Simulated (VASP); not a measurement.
# Bi in VASP: notebook, part 2 of 2

VASP 6.6.1. The steps go on from the part before.

## 3. Single point, PBE+D3(BJ)

Contents of INCAR:

```
PREC     = Accurate       # precision mode
ENCUT    = 520            # plane-wave cutoff, eV
EDIFF    = 1E-7           # SCF threshold, eV
ISMEAR   = 0              # smearing method
SIGMA    = 0.02           # smearing width, eV
LREAL    = F              # projectors in reciprocal space
LASPH    = T              # aspherical terms in the spheres
NELM     = 80             # most SCF steps
ALGO     = Normal         # electronic algorithm
ISIF     = 2              # what is computed and relaxed
LWAVE    = F              # write WAVECAR
LCHARG   = F              # write CHGCAR
LDIPOL   = T            
IDIPOL   = 3            
DIPOL    = 0.5 0.5 0.500
GGA      = PE             # functional
IVDW     = 12             # dispersion correction
NBANDS   = 22             # bands
```

Contents of KPOINTS:

```
Automatic mesh
0
Gamma
  9 9 1
```

Contents of POSCAR:

```
Bi
1.0
    4.2790193530      0.0000000000      0.0000000000
   -2.1395096765      3.7057394630      0.0000000000
    0.0000000000      0.0000000000     28.0000000000
Bi
2
Direct
    0.3333333333      0.6666666667      0.5311991170
    0.6666666667      0.3333333333      0.4688008830
```

Potentials or basis: VASP PAW PBE potentials, release 64 (Bi_d).

Started as:

```bash
$ cat potpaw_PBE.64/Bi_d/POTCAR > POTCAR
$ mpirun -np 1 vasp_std > vasp.out
```

Run time: 1.8 min. Hardware: 1 thread of Intel Xeon 6975P-C (Granite Rapids), shared host; peak memory 0.52 GiB.

It converged, with:

```
Free energy                : -7.9959 eV
Largest force              : 0.016 eV/Å
Band gap on the k mesh     : 0.57 eV, direct
Dispersion energy per atom : -0.225 eV
```

Forces in eV/Å, atoms in the order of the input:
```
Bi   0.000  0.000  0.016
Bi   0.000  0.000 -0.016
```

Levels at points of the mesh, in eV from the valence-band top:
```csv
k point,band 12,band 13,band 14,band 15,band 16,band 17,band 18,band 19
"(0.00, 0.00, 0.00)",-8.58,-1.00,0.00,0.00,0.57,2.55,2.55,3.65
```

Caveat: spin-orbit coupling is left out, which as a rule narrows the gap of such compounds by several tenths of an eV.

## 4. Single point, PBE+D3(BJ)

This run uses another cell than the first one, of 223.33 Å³/atom, 1.006 times its volume.

Contents of INCAR:

```
SYSTEM = Bi
PREC = Accurate
ENCUT = 520
EDIFF = 1E-7
ISMEAR = 0
SIGMA = 0.02
LREAL = .FALSE.
LASPH = .TRUE.
NELM = 100
ALGO = Normal
ISIF = 2
LWAVE = .FALSE.
LCHARG = .FALSE.
LDIPOL = .TRUE.
IDIPOL = 3
DIPOL = 0.5 0.5 0.500
GGA = PE
IVDW = 12
NBANDS = 22
```

Contents of KPOINTS:

```
regular mesh
0
G
  9 9 1
  0 0 0
```

Contents of POSCAR:

```
Bi
1.0
    4.2918852093      0.0000000000      0.0000000000
   -2.1459426046      3.7168816214      0.0000000000
    0.0000000000      0.0000000000     28.0000000000
Bi
2
Direct
    0.3333333333      0.6666666667      0.5310587334
    0.6666666667      0.3333333333      0.4689412666
```

Potentials or basis: VASP PAW PBE potentials, release 64 (Bi_d).

Started as:

```bash
$ cat potpaw_PBE.64/Bi_d/POTCAR > POTCAR
$ mpirun -np 1 vasp_std > vasp.out
```

OUTCAR:

```text
SYSTEM = Bi
   PREC = Accurate
   ENCUT = 520
   EDIFF = 1E-7
   ISMEAR = 0
   LREAL = .FALSE.
   LASPH = .TRUE.
   NELM = 100
   ISIF = 2
   GGA = PE
   IVDW = 12
 IVDW          = 12

 ion  position               nearest neighbor table
   1  0.333  0.667  0.531-   2 3.03   2 3.03   2 3.03
   2  0.667  0.333  0.469-   1 3.03   1 3.03   1 3.03

  LATTYP: Found a hexagonal cell.
 ALAT       =     4.2918852093
 C/A-ratio  =     6.5239396290

  Lattice vectors:

 A1 = (   4.2918852093,   0.0000000000,   0.0000000000)
 A2 = (  -2.1459426046,   3.7168816214,   0.0000000000)
 A3 = (   0.0000000000,   0.0000000000,  28.0000000000)

Analysis of symmetry for initial positions (statically):
=====================================================================
 Subroutine PRICEL returns:
 Original cell was already a primitive cell.

 Routine SETGRP: Setting up the symmetry group for a
 hexagonal supercell.

 Subroutine GETGRP returns: Found 12 space group operations
 (whereof 12 operations were pure point group operations)
 out of a pool of 24 trial point group operations.

The static configuration has the point symmetry D_3d.

[... 152 lines left out ...]

 val. band max:       -2.4373723343   @ k =   0.0000   0.0000   0.0000
 cond. band min:      -1.8662611717   @ k =   0.0000   0.0000   0.0000
 fundamental gap:      0.5711111626
 Fermi energy:        -2.3493076048

 k-point     1 :       0.0000    0.0000    0.0000
  band No.  band energies     occupation
      1     -25.1366      2.00000
      2     -25.1366      2.00000
      3     -25.0038      2.00000
      4     -25.0038      2.00000
      5     -24.9818      2.00000
      6     -24.8223      2.00000
[... 289 lines left out ...]
     21       4.1217      0.00000
     22       4.6540      0.00000

------------------------ aborting loop because EDIFF is reached ----------------------------------------

 vacuum level on the upper side and lower side of the slab       (xc-potential included)        -0.006        -0.006

 Edisp (eV)   -0.44801

 E8    (eV) :    -0.2365

  FORCE on cell =-STRESS in cart. coord.  units (eV):
  Direction    XX          YY          ZZ          XY          YZ          ZX
  --------------------------------------------------------------------------------------
  -------------------------------------------------------------------------------------
  Total      -0.10183    -0.10183     0.03190    -0.00000    -0.00000    -0.00000
  in kB      -0.36525    -0.36525     0.11444    -0.00000    -0.00000    -0.00000
  external pressure =       -0.21 kB  Pullay stress =        0.00 kB

 VOLUME and BASIS-vectors are now :
 -----------------------------------------------------------------------------
  energy-cutoff  :      520.00
  volume of cell :      446.67
      direct lattice vectors                 reciprocal lattice vectors
     4.291885209  0.000000000  0.000000000     0.232997844  0.134521368  0.000000000
    -2.145942605  3.716881621  0.000000000     0.000000000  0.269042736  0.000000000
     0.000000000  0.000000000 28.000000000     0.000000000  0.000000000  0.035714286

 POSITION                                       TOTAL-FORCE (eV/Angst)
 -----------------------------------------------------------------------------------
     -0.00000      2.47792     14.86964        -0.000000     -0.000000      0.037133
      2.14594      1.23896     13.13036         0.000000      0.000000     -0.037133
 -----------------------------------------------------------------------------------
    total drift:                                0.000000      0.000000     -0.000000

  FREE ENERGIE OF THE ION-ELECTRON SYSTEM (eV)
  ---------------------------------------------------
  free  energy   TOTEN  =        -7.9955081158 eV

  energy  without entropy=       -7.9955081158  energy(sigma->0) =       -7.99550812

 vacuum level on the upper side and lower side of the slab         1.625         1.625
```

Wall time 1.8 min (1 thread of Intel Xeon 6975P-C (Granite Rapids), shared host); peak memory 0.53 GiB.

Results:

* Free energy: -7.9955 eV
* Largest force: 0.037 eV/Å
* Band gap on the k mesh: 0.57 eV, direct
* Dispersion energy per atom: -0.224 eV

Forces in eV/Å, atoms in the order of the input:
```
Bi   0.000  0.000  0.037
Bi   0.000  0.000 -0.037
```

Caveat: spin-orbit coupling is left out, which as a rule narrows the gap of such compounds by several tenths of an eV.

## 5. Overview

| cell | k mesh | smearing | gap on the mesh (eV) | largest force (eV/Å) |
| --- | --- | --- | --- | --- |
| the clean substrate in the cell of the map | 6 × 6 × 1 | gaussian 0.05 eV | 0.57 | - |
| P-3m1, 222.0 Å³/atom | 9 × 9 × 1 | gaussian 0.02 eV | 0.57 | 0.02 |
| P-3m1, 223.33 Å³/atom | 9 × 9 × 1 | gaussian 0.02 eV | 0.57 | 0.04 |

Alike in all rows: task single point; level PBE+D3(BJ); potentials or basis VASP PAW PBE potentials, release 64 (Bi_d); no spin polarisation; cutoff (eV) 520.

Caveats: spin-orbit coupling is left out, which as a rule narrows the gap of such compounds by several tenths of an eV.

Total energies depend on the potentials used, so only differences within one code and one set of settings carry meaning.
